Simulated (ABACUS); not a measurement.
Bi:

```xyz
2
Lattice="2.2675 1.3091 3.9380 -2.2675 1.3091 3.9380 0.0000 -2.6183 3.9380" Properties=species:S:1:pos:R:3 pbc="T T T"
Bi    0.0000    0.0000    9.0495
Bi    0.0000    0.0000    2.7645
```

- Program: ABACUS 3.10.1
- Task: single point
- Functional: PBE
- Potentials or basis: PseudoDojo NC SR 0.4.1 PBE standard
- Cutoff: 898 eV
- Density cutoff: 3592 eV
- Basis: plane waves
- k mesh: 7 × 7 × 7
- Occupations: fermi-dirac, width 0.05 eV
- Spin: no spin polarisation

On this cell: pressure 2.1 GPa; largest force 0.222 eV/Å; band gap on the k mesh 0.27 eV, indirect (least direct gap 0.53 eV).

The same run follows on a disturbed copy (atoms moved at random, drawn with an rms of 0.05 Å):

```
Bi
1.0
     2.26750    1.30914    3.93800
    -2.26750    1.30914    3.93800
     0.00000   -2.61828    3.93800
Bi
2
Direct
  0.77243 0.78624 0.75406
  0.23222 0.23858 0.23225
```

What does the disturbed cell give?

The energy moves by +12.3 meV/atom; pressure 2.8 GPa; largest force 0.540 eV/Å; band gap on the k mesh 0.24 eV, indirect (least direct gap 0.52 eV).

Forces on the atoms (eV/Å):
```
Bi   0.048 -0.199 -0.500
Bi  -0.048  0.199  0.500
```

Stress tensor (GPa, compression positive):
```
 2.27  0.13 -0.23
 0.13  3.37  0.92
-0.23  0.92  2.64
```

Caveats: spin-orbit coupling is left out, which as a rule narrows the gap of such compounds by several tenths of an eV; an odd mesh through Γ misses points on the zone boundary, where band edges often lie.
